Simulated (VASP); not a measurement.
# PtSe2 (Sudovikovite) (P-3m1) in VASP: further runs

Runs on PtSe2 (Sudovikovite). Level: PBE. Tasks: single point.

All numbers are computed with VASP 6.6.1; they aren't measurements. Logs are shortened: lines on timing, memory, paths and dates and some standing lists are left out, and cuts for length are marked.

## Step 1: Starting point

It takes space group P-3m1 (No. 164, trigonal). The conventional cell has a = 3.724 Å, b = 3.724 Å, c = 5.062 Å, α = 90.00°, β = 90.00°, γ = 120.00°. Pt (site symmetry -3m) is surrounded by 6 Se at 2.49 Å. Se (site symmetry 3m) has 3 Pt at 2.49 Å as nearest neighbours.

## Step 2: Single point, PBE, spin-orbit coupling, no magnetisation

File INCAR:

```
SYSTEM = PtSe2
ALGO = Normal ; EDIFF = 1E-7
ENCUT = 400 ; GGA = PE
GGA_COMPAT = .FALSE. ; ISIF = 2
ISMEAR = 0 ; LASPH = .TRUE.
LCHARG = .FALSE. ; LMAXMIX = 4
LORBIT = 11 ; LREAL = .FALSE.
LSORBIT = .TRUE. ; LWAVE = .FALSE.
MAGMOM = 0 0 0 0 0 0 0 0 0 ; NBANDS = 38
NELM = 100 ; PREC = Accurate
SIGMA = 0.02
```

File KPOINTS:

```
k-points
0
G
  5 5 3
  0 0 0
```

File POSCAR:

```
PtSe2
1.0
    3.7240000000      0.0000000000      0.0000000000
   -1.8620000000      3.2250786037      0.0000000000
    0.0000000000      0.0000000000      5.0620000000
Pt Se
1 2
Direct
    0.0000000000      0.0000000000      0.0000000000
    0.6666666667      0.3333333333      0.7500000000
    0.3333333333      0.6666666667      0.2500000000
```

Potentials or basis: VASP PAW PBE potentials, release 64 (Pt, Se).

Launch:

```
cat potpaw_PBE.64/Pt/POTCAR potpaw_PBE.64/Se/POTCAR > POTCAR
mpirun -np 1 vasp_ncl > vasp.out
```

OUTCAR:

```text
SYSTEM = PtSe2
   EDIFF = 1E-7
   ENCUT = 400
   GGA = PE
   ISIF = 2
   ISMEAR = 0
   LASPH = .TRUE.
   LORBIT = 11
   LREAL = .FALSE.
   LSORBIT = .TRUE.
   NELM = 100
   PREC = Accurate

 Found     12 irreducible k-points:

 Following reciprocal coordinates:
            Coordinates               Weight
  0.000000  0.000000  0.000000      1.000000
  0.200000  0.000000  0.000000      6.000000
  0.400000 -0.000000  0.000000      6.000000
  0.200000  0.200000  0.000000      6.000000
  0.400000  0.200000  0.000000      6.000000
  0.000000  0.000000  0.333333      2.000000
   k-points           NKPTS =     12   k-points in BZ     NKDIM =     12   number of bands    NBANDS=     38
   number of dos      NEDOS =    301   number of ions     NIONS =      3
   total plane-waves  NPLWV =  20736
   dimension x,y,z NGX =    24 NGY =   24 NGZ =   36
   dimension x,y,z NGXF=    48 NGYF=   48 NGZF=   72
   ions per type =               1   2
   NGX,Y,Z   is equivalent  to a cutoff of  10.71, 10.71, 11.82 a.u.
   NGXF,Y,Z  is equivalent  to a cutoff of  21.43, 21.43, 23.65 a.u.
 SYSTEM =  PtSe2
   PREC   = accura    normal or accurate (medium, high low for compatibility)
   ISTART =      0    job   : 0-new  1-cont  2-samecut
   ICHARG =      2    charge: 1-file 2-atom 10-const
   ISPIN  =      1    spin polarized calculation?
   LNONCOLLINEAR =      T non collinear calculations
   LSORBIT =      T    spin-orbit coupling
   LASPH  =      T    aspherical Exc in radial PAW
   ENCUT  =  400.0 eV  29.40 Ry    5.42 a.u.   6.07  6.07  8.25*2*pi/ulx,y,z
   NELM   =    100;   NELMIN=  2; NELMDL= -5     # of ELM steps
   EDIFF  = 0.1E-06   stopping-criterion for ELM
   LREAL  =      F    real-space projection
   EDIFFG = 0.1E-05   stopping-criterion for IOM
   NSW    =      0    number of steps for IOM
   IBRION =     -1    ionic relax: 0-MD 1-quasi-New 2-CG
   NFREE  =      0    steps in history (QN), initial steepest desc. (CG)
   ISIF   =      2    stress and relaxation
   ISYM   =      2    0-nonsym 1-usesym 2-fastsym
   POTIM  = 0.5000    time-step for ionic-motion
   TEBEG  =    0.0;   TEEND  =   0.0 temperature during run
   PSTRESS=    0.0 pullay stress
   NELECT =      22.0000    total number of electrons
   NUPDOWN=      -1.0000    fix difference up-down
   EMIN   =  10.00;   EMAX   =-10.00  energy-range for DOS
   EFERMI =   0.00;   METHOD = LEGACY
   ISMEAR =     0;   SIGMA  =   0.02  broadening in eV -4-tet -1-fermi 0-gaus
   EFERMI_NEDOS =   21; number of points for ismear=-14 and -15
   IALGO  =     38    algorithm
   IMIX   =      4    mixing-type and parameters
     AMIX     =   0.40;   BMIX     =  1.00
     AMIX_MAG =   1.60;   BMIX_MAG =  1.00
  volume/ion in A,a.u.               =      20.27       136.76
  Fermi-wavevector in a.u.,A,eV,Ry     =   1.166608  2.204570 18.517184  1.360975
  Thomas-Fermi vector in A             =   2.303119
   LORBIT       =     11    0 simple, 1 ext, 2 COOP (PROOUT), +10 PAW based schemes
   GGA     = PE    functional components
   LHFCALC =     F    Hartree Fock is set to
   AEXX    =    0.0000 exact exchange contribution
   IVDW    =     0    specifies the selected vdW correction
   LEPSILON=     F    determine dielectric tensor
   LRPA    =     F    only Hartree local field effects (RPA)
 Gauss-broadening in eV      SIGMA  =   0.02
  energy-cutoff  :      400.00
  volume of cell :       60.80
 maximum number of plane-waves:      2242
   NGX = 13   NGY = 13   NGZ = 17

 number of electron      21.9999994 magnetization       0.0000000      0.0000000      0.0000000

 number of electron      21.9999994 magnetization       0.0000000      0.0000000     -0.0000000

 number of electron      21.9999994 magnetization      -0.0000000     -0.0000000      0.0000000

 number of electron      21.9999994 magnetization      -0.0000000     -0.0000000     -0.0000000

 Free energy of the ion-electron system (eV)
  ---------------------------------------------------
  ext. energy  EPLUGINS =         0.00000000
  ---------------------------------------------------
  free energy    TOTEN  =       -14.60328794 eV

  energy without entropy =      -14.60272259  energy(sigma->0) =      -14.60300526

 E-fermi :   6.8205     XC(G=0): -10.6364

 val. band max:        6.2445957556   @ k =   0.0000   0.2000   0.3333
 cond. band min:       6.8341492006   @ k =   0.4000   0.2000   0.0000
 fundamental gap:      0.5895534450
 Fermi energy:         6.8204678147

 k-point     1 :       0.0000    0.0000    0.0000
  band No.  band energies     occupation
      1      -9.1772      1.00000
      2      -9.1772      1.00000
      3      -6.3570      1.00000
      4      -6.3570      1.00000
      5      -0.7014      1.00000
      6      -0.7014      1.00000
[... 26 lines left out ...]
     33      14.0835      0.00000
     34      14.0835      0.00000

 k-point     2 :       0.2000    0.0000    0.0000
  band No.  band energies     occupation
      1      -8.7446      1.00000
      2      -8.7446      1.00000
      3      -6.5446      1.00000
      4      -6.5446      1.00000
      5      -0.2313      1.00000
      6      -0.2313      1.00000
[... 26 lines left out ...]
     33      14.8154      0.00000
     34      14.8154      0.00000
[... 109 lines left out ...]
     33      15.8248      0.00000
     34      15.8248      0.00000

 k-point     6 :       0.0000    0.0000    0.3333
  band No.  band energies     occupation
      1      -8.8067      1.00000
      2      -8.8067      1.00000
      3      -7.1360      1.00000
      4      -7.1360      1.00000
      5      -0.1734      1.00000
      6      -0.1734      1.00000
[... 26 lines left out ...]
     33      13.7933      0.00000
     34      13.7933      0.00000

 [... further k-points ...]

 [bands above 34 left out]

------------------------ aborting loop because EDIFF is reached ----------------------------------------

  FORCE on cell =-STRESS in cart. coord.  units (eV):
  Direction    XX          YY          ZZ          XY          YZ          ZX
  --------------------------------------------------------------------------------------
  -------------------------------------------------------------------------------------
  Total        3.0906013      3.0906013      2.1460399      0.0000000     -0.0000000      0.0000000
  in kB       81.4481933     81.4481933     56.5556841      0.0000000     -0.0000000      0.0000000
  external PRESSURE =      73.1506902 kB  Pullay stress =       0.0000000 kB

 VOLUME and BASIS-vectors are now :
 -----------------------------------------------------------------------------
  energy-cutoff  :      400.00
  volume of cell :       60.80
      direct lattice vectors                 reciprocal lattice vectors
     3.724000000  0.000000000  0.000000000     0.268528464  0.155034981  0.000000000
    -1.862000000  3.225078604  0.000000000     0.000000000  0.310069962  0.000000000
     0.000000000  0.000000000  5.062000000     0.000000000  0.000000000  0.197550375

 POSITION                                       TOTAL-FORCE (eV/Angst)
 -----------------------------------------------------------------------------------
      0.00000      0.00000      0.00000        -0.000000      0.000000      0.000000
      1.86200      1.07503      3.79650         0.000000     -0.000000     -0.553867
     -0.00000      2.15005      1.26550        -0.000000      0.000000      0.553867
 -----------------------------------------------------------------------------------
    total drift:                               -0.000000      0.000000     -0.000000

  FREE ENERGIE OF THE ION-ELECTRON SYSTEM (eV)
  ---------------------------------------------------
  free  energy   TOTEN  =       -14.6032879358 eV

  energy  without entropy=      -14.6027225876  energy(sigma->0) =      -14.60300526

 Spin-Orbit-Coupling matrix elements

 Ion:    1  E_soc:     -0.7320539
 l=   1
     0.0000000    -0.0345527    -0.0359798
    -0.0345527     0.0000000    -0.0345527
    -0.0359798    -0.0345527     0.0000000
 l=   2
     0.0000000    -0.0191290     0.0000000    -0.0191290    -0.0643969
    -0.0191290     0.0000000    -0.0482426    -0.0235435    -0.0191290
     0.0000000    -0.0482426     0.0000000    -0.0482426     0.0000000
    -0.0191290    -0.0235435    -0.0482426     0.0000000    -0.0191290
    -0.0643969    -0.0191290     0.0000000    -0.0191290     0.0000000
 l=   3
     0.0000000     0.0000000     0.0000000     0.0000000     0.0000000     0.0000000     0.0000000
     0.0000000     0.0000000     0.0000000     0.0000000     0.0000000     0.0000000     0.0000000
     0.0000000     0.0000000     0.0000000     0.0000000     0.0000000     0.0000000     0.0000000
     0.0000000     0.0000000     0.0000000     0.0000000     0.0000000     0.0000000     0.0000000
     0.0000000     0.0000000     0.0000000     0.0000000     0.0000000     0.0000000     0.0000000
     0.0000000     0.0000000     0.0000000     0.0000000     0.0000000     0.0000000     0.0000000
     0.0000000     0.0000000     0.0000000     0.0000000     0.0000000     0.0000000     0.0000000

 Ion:    2  E_soc:     -0.0305366
 l=   1
     0.0000000    -0.0054445    -0.0043347
    -0.0054445     0.0000000    -0.0054445
    -0.0043347    -0.0054445     0.0000000
 l=   2
     0.0000000    -0.0000003     0.0000000    -0.0000003    -0.0000154
    -0.0000003     0.0000000    -0.0000114    -0.0000052    -0.0000003
     0.0000000    -0.0000114     0.0000000    -0.0000114     0.0000000
    -0.0000003    -0.0000052    -0.0000114     0.0000000    -0.0000003
    -0.0000154    -0.0000003     0.0000000    -0.0000003     0.0000000
 l=   3
     0.0000000     0.0000000     0.0000000     0.0000000     0.0000000     0.0000000     0.0000000
     0.0000000     0.0000000     0.0000000     0.0000000     0.0000000     0.0000000     0.0000000
     0.0000000     0.0000000     0.0000000     0.0000000     0.0000000     0.0000000     0.0000000
     0.0000000     0.0000000     0.0000000     0.0000000     0.0000000     0.0000000     0.0000000
     0.0000000     0.0000000     0.0000000     0.0000000     0.0000000     0.0000000     0.0000000
     0.0000000     0.0000000     0.0000000     0.0000000     0.0000000     0.0000000     0.0000000
     0.0000000     0.0000000     0.0000000     0.0000000     0.0000000     0.0000000     0.0000000

 Ion:    3  E_soc:     -0.0305366
 l=   1
     0.0000000    -0.0054445    -0.0043347
    -0.0054445     0.0000000    -0.0054445
    -0.0043347    -0.0054445     0.0000000
 l=   2
     0.0000000    -0.0000003     0.0000000    -0.0000003    -0.0000154
    -0.0000003     0.0000000    -0.0000114    -0.0000052    -0.0000003
     0.0000000    -0.0000114     0.0000000    -0.0000114     0.0000000
    -0.0000003    -0.0000052    -0.0000114     0.0000000    -0.0000003
    -0.0000154    -0.0000003     0.0000000    -0.0000003     0.0000000
 l=   3
     0.0000000     0.0000000     0.0000000     0.0000000     0.0000000     0.0000000     0.0000000
     0.0000000     0.0000000     0.0000000     0.0000000     0.0000000     0.0000000     0.0000000
     0.0000000     0.0000000     0.0000000     0.0000000     0.0000000     0.0000000     0.0000000
     0.0000000     0.0000000     0.0000000     0.0000000     0.0000000     0.0000000     0.0000000
     0.0000000     0.0000000     0.0000000     0.0000000     0.0000000     0.0000000     0.0000000
     0.0000000     0.0000000     0.0000000     0.0000000     0.0000000     0.0000000     0.0000000
     0.0000000     0.0000000     0.0000000     0.0000000     0.0000000     0.0000000     0.0000000

 total charge

# of ion       s       p       d       tot
------------------------------------------
    1        0.694   0.743   8.021   9.458
    2        1.486   2.245   0.071   3.801
    3        1.486   2.245   0.071   3.801
--------------------------------------------------
tot          3.666   5.233   8.162  17.060

 magnetization (x)

# of ion       s       p       d       tot
------------------------------------------
    1        0.000  -0.000   0.000  -0.000
    2        0.000   0.000   0.000   0.000
    3        0.000   0.000  -0.000   0.000
--------------------------------------------------
tot          0.000   0.000  -0.000   0.000

 magnetization (y)

# of ion       s       p       d       tot
------------------------------------------
    1        0.000   0.000  -0.000  -0.000
    2        0.000   0.000  -0.000   0.000
    3        0.000   0.000  -0.000   0.000
--------------------------------------------------
tot          0.000   0.000  -0.000   0.000

 magnetization (z)

# of ion       s       p       d       tot
------------------------------------------
    1       -0.000  -0.000  -0.000  -0.000
    2        0.000   0.000   0.000   0.000
    3        0.000   0.000   0.000   0.000
--------------------------------------------------
tot         -0.000  -0.000  -0.000  -0.000
```

Wall time 53 s (1 thread of AMD EPYC 7R43 (Zen 3), shared host); peak memory 0.21 GiB.

These settings aren't checked as converged: the numbers below hold their error.

Results:

| Property | Result |
| --- | --- |
| Free energy | -14.6033 eV |
| Pressure | 7.3 GPa |
| Largest force | 0.554 eV/Å |
| Valence electrons inside the program's atomic spheres | Pt 9.46; Se 3.80 |

Caveat: the k mesh is coarse (spacing up to 0.41 Å⁻¹), so the values aren't converged.

## Step 3: Single point, PBE, spin-orbit coupling, no magnetisation

Edit INCAR of step 2 so:

```diff
@@ -2,3 +2,3 @@
 ALGO = Normal ; EDIFF = 1E-7
-ENCUT = 400 ; GGA = PE
+ENCUT = 460 ; GGA = PE
 GGA_COMPAT = .FALSE. ; ISIF = 2
```

KPOINTS is that of step 2.

POSCAR is that of step 2.

Potentials or basis: VASP PAW PBE potentials, release 64 (Pt, Se).

Launch:

```
cat potpaw_PBE.64/Pt/POTCAR potpaw_PBE.64/Se/POTCAR > POTCAR
mpirun -np 1 vasp_ncl > vasp.out
```

Wall time 70 s (1 thread of AMD EPYC 7R43 (Zen 3), shared host); peak memory 0.26 GiB.

The run converged, but some of its settings lie outside the range that counts as converged, so its numbers aren't taken as properties of the crystal.

What came out:

```
Free energy                                           : -14.6041 eV
Pressure                                              : 7.4 GPa
Largest force                                         : 0.553 eV/Å
Valence electrons inside the program's atomic spheres : Pt 9.46; Se 3.80
```

Caveat: the k mesh is coarse (spacing up to 0.41 Å⁻¹), so the values aren't converged.

## Step 4: Single point, PBE, spin-orbit coupling, no magnetisation

Edit INCAR of step 3 so:

```diff
@@ -2,3 +2,3 @@
 ALGO = Normal ; EDIFF = 1E-7
-ENCUT = 460 ; GGA = PE
+ENCUT = 520 ; GGA = PE
 GGA_COMPAT = .FALSE. ; ISIF = 2
```

KPOINTS is that of step 3.

POSCAR is that of step 3.

Launch:

```
cat potpaw_PBE.64/Pt/POTCAR potpaw_PBE.64/Se/POTCAR > POTCAR
mpirun -np 1 vasp_ncl > vasp.out
```

Run time: 75 s. Hardware: 1 thread of AMD EPYC 7R43 (Zen 3), shared host; peak memory 0.27 GiB.

The run converged, but some of its settings lie outside the range that counts as converged, so its numbers aren't taken as properties of the crystal.

What came out:

| Quantity | Value |
| --- | --- |
| Free energy | -14.6042 eV |
| Pressure | 7.3 GPa |
| Largest force | 0.553 eV/Å |
| Valence electrons inside the program's atomic spheres | Pt 9.46; Se 3.80 |

Caveat: the k mesh is coarse (spacing up to 0.41 Å⁻¹), so the values aren't converged.

(Continued in part 2 of 2.)
